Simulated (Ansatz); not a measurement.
# SnSe: a single-point run

The task is a single-point run on SnSe. The structure is shown as the input types it.

Method: density functional or hybrid calculation with the settings of its input, plane waves (as first typed), in Ansatz 0.2.0.

8 further runs of the same task are left out: 2 for a known fault of the program, 6 that didn't finish.

## (1) Starting point

It takes space group Fm-3m (No. 225, cubic). The conventional cell has a = 5.970 Å, b = 5.970 Å, c = 5.970 Å, α = 90.00°, β = 90.00°, γ = 90.00°. Sn (site symmetry m-3m) is surrounded by 6 Se at 2.98 Å. Around Se (site symmetry m-3m) lie 6 Sn at 2.98 Å.

Structure file:

```cif
data_structure
_symmetry_space_group_name_H-M 'Fm-3m'
_symmetry_Int_Tables_number 225
_cell_length_a 5.9698
_cell_length_b 5.9698
_cell_length_c 5.9698
_cell_angle_alpha 90.000
_cell_angle_beta 90.000
_cell_angle_gamma 90.000
_cell_volume 212.75
loop_
_atom_site_label
_atom_site_type_symbol
_atom_site_symmetry_multiplicity
_atom_site_Wyckoff_symbol
_atom_site_fract_x
_atom_site_fract_y
_atom_site_fract_z
_atom_site_occupancy
Sn1 Sn 4 a 0.00000 0.00000 0.00000 1
Se1 Se 4 b 0.50000 0.00000 0.00000 1
```

## (2) Input and run

Contents of input.yaml:

```yaml
crystal:
  lattice:
    - [0.0, 2.9848894912, 2.9848894912]
    - [2.9848894912, 0.0, 2.9848894912]
    - [2.9848894912, 2.9848894912, 0.0]
  atoms:
    - { symbol: Sn, position: [0.0, 0.0, 0.0] }
    - { symbol: Se, position: [0.5, 0.5, 0.5] }
kpoints:
  mp_grid: { grid: [6, 6, 6] }
hamiltonian:
  xc: pbe
scf:
  occupations: { method: fixed }
  n_extra_bands: 4
  mixing: { beta: 0.005 }
  max_iter: 68
output:
  forces: true
  stress: true
  eigenvalues: true
```

Started as:

```bash
> ansatz run input.yaml --threads 4 --pin off --max-ram 3686MiB --backend cpu --events-out ev --progress --plain --runs-dir out
```

**Question.** How will this run end, and is anything wrong with its input?

This run ends as converged. That alone doesn't make the input a sound one.

The suspect setting: scf.mixing.beta is 0.005. What could go wrong: mixing too weak. Here it converged all the same; such a setting changes the road, not the converged state.

Run again and compare: delete scf.mixing.beta (the default then holds).
